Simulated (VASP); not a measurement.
# Rb (Im-3m) in VASP: notebook

One crystal, Rb, is run at these levels: PBE; tasks: relaxation of cell and atoms, relaxation of the atoms.

Program: VASP 6.6.1. These are calculated values, not measurements. Logs are shortened: lines on timing, memory, paths and dates and some standing lists are left out, and cuts for length are marked.

### 1 Starting point

Symmetry: Im-3m, No. 229, cubic system. The conventional cell has a = 5.605 Å, b = 5.605 Å, c = 5.605 Å, α = 90.00°, β = 90.00°, γ = 90.00°.

### 2 Relaxation of cell and atoms, PBE

Input file INCAR:

```
SYSTEM = Rb
PREC = Accurate
ENCUT = 600
EDIFF = 1E-6
ISMEAR = 1
SIGMA = 0.1
LREAL = .FALSE.
LASPH = .TRUE.
NELM = 80
ALGO = Normal
ISIF = 3
LWAVE = .FALSE.
LCHARG = .FALSE.
GGA = PE
IBRION = 2
NSW = 90
EDIFFG = -0.01
```

Input file KPOINTS:

```
regular mesh
0
G
  10 10 10
  0 0 0
```

Input file POSCAR:

```
Rb
1.0
   -2.8025000000      2.8025000000      2.8025000000
    2.8025000000     -2.8025000000      2.8025000000
    2.8025000000      2.8025000000     -2.8025000000
Rb
1
Direct
    0.0000000000      0.0000000000      0.0000000000
```

Potentials or basis: VASP PAW PBE potentials, release 64 (Rb_sv).

Command:

```console
$ cat potpaw_PBE.64/Rb_sv/POTCAR > POTCAR
$ mpirun -np 1 vasp_std > vasp.out
```

OUTCAR:

```text
SYSTEM = Rb
   PREC = Accurate
   ENCUT = 600
   EDIFF = 1E-6
   ISMEAR = 1
   LREAL = .FALSE.
   LASPH = .TRUE.
   NELM = 80
   ISIF = 3
   GGA = PE
   IBRION = 2
   NSW = 90
   EDIFFG = -0.01

 ion  position               nearest neighbor table
   1  0.000  0.000  0.000-

  LATTYP: Found a body centered cubic cell.
 ALAT       =     5.6050000000

  Lattice vectors:

 A1 = (  -2.8025000000,   2.8025000000,   2.8025000000)
 A2 = (   2.8025000000,  -2.8025000000,   2.8025000000)
 A3 = (   2.8025000000,   2.8025000000,  -2.8025000000)

Analysis of symmetry for initial positions (statically):
=====================================================================
 Subroutine PRICEL returns:
 Original cell was already a primitive cell.

 Routine SETGRP: Setting up the symmetry group for a
 body centered cubic supercell.

 Subroutine GETGRP returns: Found 48 space group operations
 (whereof 48 operations were pure point group operations)
 out of a pool of 48 trial point group operations.

The static configuration has the point symmetry O_h .

Analysis of symmetry for dynamics (positions and initial velocities):
=====================================================================
 Subroutine PRICEL returns:
 Original cell was already a primitive cell.

 Routine SETGRP: Setting up the symmetry group for a
 body centered cubic supercell.

 Subroutine GETGRP returns: Found 48 space group operations
 (whereof 48 operations were pure point group operations)
 out of a pool of 48 trial point group operations.

The dynamic configuration has the point symmetry O_h .

 Subroutine INISYM returns: Found 48 space group operations
 (whereof 48 operations are pure point group operations),
 and found     1 'primitive' translations

----------------------------------------------------------------------------------------

                                     Primitive cell

  volume of cell :      88.0434

  direct lattice vectors                    reciprocal lattice vectors
    -2.802500000  2.802500000  2.802500000     0.000000000  0.178412132  0.178412132
     2.802500000 -2.802500000  2.802500000     0.178412132  0.000000000  0.178412132
     2.802500000  2.802500000 -2.802500000     0.178412132  0.178412132  0.000000000

  length of vectors
     4.854072388  4.854072388  4.854072388     0.252312857  0.252312857  0.252312857

  position of ions in fractional coordinates (direct lattice)
     0.000000000  0.000000000  0.000000000

  ion indices of the primitive-cell ions
   primitive index   ion index
                 1           1

----------------------------------------------------------------------------------------

 KPOINTS: regular mesh

Automatic generation of k-mesh.
 Grid dimensions read from file:
 generate k-points for:   10   10   10

 Generating k-lattice:

  Cartesian coordinates                     Fractional coordinates (reciprocal lattice)
     0.000000000  0.017841213  0.017841213     0.100000000  0.000000000  0.000000000
     0.017841213  0.000000000  0.017841213     0.000000000  0.100000000  0.000000000
     0.017841213  0.017841213  0.000000000     0.000000000  0.000000000  0.100000000

  Length of vectors
     0.025231286  0.025231286  0.025231286

  Shift w.r.t. Gamma in fractional coordinates (k-lattice)
     0.000000000  0.000000000  0.000000000

 Subroutine IBZKPT returns following result:
 ===========================================

 Found     47 irreducible k-points:

 Following reciprocal coordinates:
            Coordinates               Weight
  0.000000  0.000000  0.000000      1.000000
  0.100000  0.000000  0.000000     12.000000
  0.200000  0.000000  0.000000     12.000000
  0.300000  0.000000  0.000000     12.000000
  0.400000  0.000000  0.000000     12.000000
  0.500000  0.000000  0.000000      6.000000
[... 16 lines left out ...]
  0.300000  0.300000  0.100000      8.000000
 -0.300000  0.300000  0.100000     24.000000
 [... further k-points ...]
   k-points           NKPTS =     47   k-points in BZ     NKDIM =     47   number of bands    NBANDS=      8
   number of dos      NEDOS =    301   number of ions     NIONS =      1
   total plane-waves  NPLWV =  64000
   dimension x,y,z NGX =    40 NGY =   40 NGZ =   40
   dimension x,y,z NGXF=    80 NGYF=   80 NGZF=   80
   ions per type =               1
   NGX,Y,Z   is equivalent  to a cutoff of  13.70, 13.70, 13.70 a.u.
   NGXF,Y,Z  is equivalent  to a cutoff of  27.40, 27.40, 27.40 a.u.
 SYSTEM =  Rb
   PREC   = accura    normal or accurate (medium, high low for compatibility)
   ISTART =      0    job   : 0-new  1-cont  2-samecut
   ICHARG =      2    charge: 1-file 2-atom 10-const
   ISPIN  =      1    spin polarized calculation?
   LNONCOLLINEAR =      F non collinear calculations
   LSORBIT =      F    spin-orbit coupling
   LASPH  =      T    aspherical Exc in radial PAW
   ENCUT  =  600.0 eV  44.10 Ry    6.64 a.u.   9.69  9.69  9.69*2*pi/ulx,y,z
   NELM   =     80;   NELMIN=  2; NELMDL= -5     # of ELM steps
   EDIFF  = 0.1E-05   stopping-criterion for ELM
   LREAL  =      F    real-space projection
   EDIFFG = -.1E-01   stopping-criterion for IOM
   NSW    =     90    number of steps for IOM
   IBRION =      2    ionic relax: 0-MD 1-quasi-New 2-CG
   NFREE  =      1    steps in history (QN), initial steepest desc. (CG)
   ISIF   =      3    stress and relaxation
   ISYM   =      2    0-nonsym 1-usesym 2-fastsym
   POTIM  = 0.5000    time-step for ionic-motion
   TEBEG  =    0.0;   TEEND  =   0.0 temperature during run
   PSTRESS=    0.0 pullay stress
   NELECT =       9.0000    total number of electrons
   NUPDOWN=      -1.0000    fix difference up-down
   EMIN   =  10.00;   EMAX   =-10.00  energy-range for DOS
   EFERMI =   0.00;   METHOD = LEGACY
   ISMEAR =     1;   SIGMA  =   0.10  broadening in eV -4-tet -1-fermi 0-gaus
   EFERMI_NEDOS =   21; number of points for ismear=-14 and -15
   IALGO  =     38    algorithm
   IMIX   =      4    mixing-type and parameters
     AMIX     =   0.40;   BMIX     =  1.00
     AMIX_MAG =   1.60;   BMIX_MAG =  1.00
  volume/ion in A,a.u.               =      88.04       594.15
  Fermi-wavevector in a.u.,A,eV,Ry     =   0.765462  1.446513  7.972081  0.585931
  Thomas-Fermi vector in A             =   1.865587
   LORBIT       =      0    0 simple, 1 ext, 2 COOP (PROOUT), +10 PAW based schemes
   GGA     = PE    functional components
   LHFCALC =     F    Hartree Fock is set to
   AEXX    =    0.0000 exact exchange contribution
   IVDW    =     0    specifies the selected vdW correction
   LEPSILON=     F    determine dielectric tensor
   LRPA    =     F    only Hartree local field effects (RPA)
 conjugate gradient relaxation of ions
 non-spin polarized calculation
 Methfessel and Paxton  Order N= 1 SIGMA  =   0.10
  energy-cutoff  :      600.00
  volume of cell :       88.04
 maximum number of plane-waves:      2988
   NGX = 19   NGY = 19   NGZ = 19

--------------------------------------- Ionic step        1  -------------------------------------------

 number of electron       9.0000000 magnetization

 Free energy of the ion-electron system (eV)
  ---------------------------------------------------
  ext. energy  EPLUGINS =         0.00000000
  ---------------------------------------------------
  free energy    TOTEN  =        -0.93166493 eV

  energy without entropy =       -0.93086052  energy(sigma->0) =       -0.93139679

------------------------ aborting loop because EDIFF is reached ----------------------------------------

  FORCE on cell =-STRESS in cart. coord.  units (eV):
  Direction    XX          YY          ZZ          XY          YZ          ZX
  --------------------------------------------------------------------------------------
  -------------------------------------------------------------------------------------
  Total        0.0605480      0.0605480      0.0605480     -0.0000000      0.0000000     -0.0000000
  in kB        1.1018277      1.1018277      1.1018277     -0.0000000      0.0000000     -0.0000000
  external PRESSURE =       1.1018277 kB  Pullay stress =       0.0000000 kB
[... 55 lines left out ...]
  energy  without entropy=       -0.9313204674  energy(sigma->0) =       -0.93185384

--------------------------------------- Ionic step        3  -------------------------------------------

 number of electron       9.0000000 magnetization

 Free energy of the ion-electron system (eV)
  ---------------------------------------------------
  ext. energy  EPLUGINS =         0.00000000
  ---------------------------------------------------
  free energy    TOTEN  =        -0.93272265 eV

  energy without entropy =       -0.93193245  energy(sigma->0) =       -0.93245925

 E-fermi :   0.0165     XC(G=0):  -5.4655

 val. band max:        0.0105791848   @ k =  -0.3000   0.4000   0.2000
 cond. band min:       0.0930024567   @ k =  -0.4000   0.4000   0.2000
 fundamental gap:      0.0824232719
 Fermi energy:         0.0165466949

 k-point     1 :       0.0000    0.0000    0.0000
  band No.  band energies     occupation
      1     -28.8922      2.00000
      2     -12.9345      2.00000
      3     -12.9345      2.00000
      4     -12.9345      2.00000
      5      -1.9608      2.00000
      6       3.6893      0.00000
      7       3.6893      0.00000
      8       3.6893      0.00000
[... 243 lines left out ...]
 k-point    24 :      -0.3000    0.3000    0.1000
  band No.  band energies     occupation
      1     -28.8891      2.00000
      2     -12.9962      2.00000
      3     -12.9588      2.00000
      4     -12.9417      2.00000
      5      -0.8570      2.00000
      6       2.1274      0.00000
      7       2.9160      0.00000
      8       3.7672      0.00000

 [... further k-points ...]

------------------------ aborting loop because EDIFF is reached ----------------------------------------

  FORCE on cell =-STRESS in cart. coord.  units (eV):
  Direction    XX          YY          ZZ          XY          YZ          ZX
  --------------------------------------------------------------------------------------
  -------------------------------------------------------------------------------------
  Total        0.0035552      0.0035552      0.0035552     -0.0000000      0.0000000     -0.0000000
  in kB        0.0625648      0.0625648      0.0625648     -0.0000000      0.0000000     -0.0000000
  external PRESSURE =       0.0625648 kB  Pullay stress =       0.0000000 kB
[... 16 lines left out ...]
  FREE ENERGIE OF THE ION-ELECTRON SYSTEM (eV)
  ---------------------------------------------------
  free  energy   TOTEN  =        -0.9327226495 eV

  energy  without entropy=       -0.9319324509  energy(sigma->0) =       -0.93245925

 reached required accuracy - stopping structural energy minimisation
```

Wall time 64 s (1 thread of Intel Xeon Platinum 8488C (Sapphire Rapids), shared host); peak memory 0.26 GiB.

What came out:

```
Free energy                            : -0.9327 eV
Relaxed volume                         : 91.04 Å³/atom
Relaxed cell                           : a = 4.909 Å, b = 4.909 Å, c = 4.909 Å, α = 109.47°, β = 109.47°, γ = 109.47°
Space group after relaxing (to 0.05 Å) : Im-3m (No. 229)
Energy gained by relaxing              : 1.1 meV/atom
Ionic steps                            : 3
Pressure after relaxing                : 0.0 GPa
Band gap on the k mesh                 : none (metal or under the smearing width)
```

The path:
```tsv
step	energy change (eV)	largest force (eV/Å)	pressure (GPa)	volume (Å³)
1	0.0000	0.0000	0.11	88.04
2	-0.0005	0.0000	0.08	88.82
3	-0.0011	0.0000	0.01	91.04
```

Final structure:
```yaml
crystal:
  lattice:
    - [-2.83396, 2.83396, 2.83396]
    - [2.83396, -2.83396, 2.83396]
    - [2.83396, 2.83396, -2.83396]
  atoms:
    - { symbol: Rb, position: [0.00000, 0.00000, 0.00000] }
```

Levels at points of the mesh, in eV from the Fermi level:
```
           k point  band 3  band 4  band 5  band 6  band 7  band 8
(0.00, 0.00, 0.00)  -12.95  -12.95   -1.98    3.67    3.67    3.67
(0.50, 0.00, 0.00)  -12.98  -12.95    0.23    0.77    2.58    4.25
(0.50, 0.50, 0.50)  -13.02  -13.02    1.25    1.25    3.24    3.24
```

PBE usually gives volumes a little too large and moduli too small. Zero-point motion and thermal expansion aren't in these numbers.

(Continued in part 2 of 2.)
